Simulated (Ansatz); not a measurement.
**Ni$_{3}$Ge: strain energy, fitted**

Ni$_{3}$Ge, Pm-3m, a = 3.525 Å. The structure is a Materials Project entry; whether it is the stable form wasn't checked. Ansatz: PBEsol, PAW, 420 eV, Γ-centred 14×14×14 mesh on 4 atoms, Gaussian smearing 0.10 eV; no spin polarisation. Series: biaxial strain in the a-b plane, c and atoms relaxed; x is the strain in per cent. y is the free energy over the unstrained cell, V0 = 10.949 Å³/atom.

```
x (%) y (meV/atom)
 -4.5             ?
 -3.0         21.47
 -1.5          5.00
  0.0          0.00
  1.5          4.38
  3.0         16.40
  4.5         34.31
```

Fit y = c2 x² + c3 x³ to the other rows, turn c2 into a modulus, and predict the missing energy.

Least squares on the rows shown. y = 2.1064 x² − 0.091926 x³. In eV per unit strain² c2 is 21.06; M is the biaxial modulus (E = M V0 ε²): 21.06 × 160.2 / (10.949) = 308 GPa. At x = -4.5 the fit asked for gives 51.03 meV/atom. The run gave 51.89 meV/atom, so the fit is 0.86 meV/atom too low, 1.7 % of the span of the series, against an rms of 0.05 meV/atom on the fitted rows. The row lies outside the fitted range. With a term in x⁴ added, a fit to the same known rows predicts 51.45 meV/atom, which recovers part of the miss; the known rows don't hold the rest.

Cost: 7 runs of about 11 core-minutes in all, on AMD EPYC 7R43 (Zen 3) (shared hosts).